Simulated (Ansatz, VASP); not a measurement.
# Ge in VASP and in Ansatz

The input INCAR:

```
PREC = Accurate
ENCUT = 520
EDIFF = 1E-7
ISMEAR = 0
SIGMA = 0.022
LREAL = False
LASPH = True
NELM = 60
ALGO = Fast
ISIF = 2
LWAVE = False
LCHARG = False
GGA = PE
NBANDS = 21
```

File KPOINTS:

```
Automatic mesh
0
Gamma
  8 8 8
```

File POSCAR:

```
Ge
1.0
    0.0000000000      2.8289100000      2.8289100000
    2.8289100000      0.0000000000      2.8289100000
    2.8289100000      2.8289100000      0.0000000000
Ge
2
Direct
    0.7500000000      0.7500000000      0.7500000000
    0.5000000000      0.5000000000      0.5000000000
```

File input.yaml:

```yaml
crystal:
  lattice:
    - [0.0, 2.82891, 2.82891]
    - [2.82891, 0.0, 2.82891]
    - [2.82891, 2.82891, 0.0]
  atoms:
    - { symbol: Ge, position: [0.75, 0.75, 0.75] }
    - { symbol: Ge, position: [0.5, 0.5, 0.5] }
hamiltonian:
  xc: pbe
  pseudopotentials: { kind: paw }
kpoints:
  mp_grid: { grid: [8, 8, 8] }
scf:
  occupations: { method: gaussian, width: 0.022 }
output:
  forces: true
  stress: true
  eigenvalues: true
  write_density: true
  write_potential: true
  elf: true
  volumetric_format: npy
```

Alike in both runs: task single point; functional PBE; k mesh 8 × 8 × 8; occupations gaussian, width 0.022 eV; no spin polarisation.

|  | VASP | Ansatz |
| --- | --- | --- |
| version | VASP 6.6.1 | Ansatz 0.2.0 |
| potentials or method | VASP PAW PBE potentials, release 64 (Ge_d) | Ansatz PAW |
| plane-wave cutoff (eV) | 520 | 420 |
| valence electrons in the cell | 28 | 28 |

Ansatz gave:

| Item | Value |
| --- | --- |
| gap on the k mesh at the Fermi level (eV) | 0.03 |
| least direct gap on the mesh (eV) | 0.03 |
| pressure (GPa) | 3.6 |

Question: Which values does VASP return?

Answer: gap on the k mesh at the Fermi level (eV): 0.03; least direct gap on the mesh (eV): 0.03; pressure (GPa): 3.5.

A k mesh can miss the band edges. Expect the measured gap to be larger: semilocal functionals such as PBE lack the derivative discontinuity.
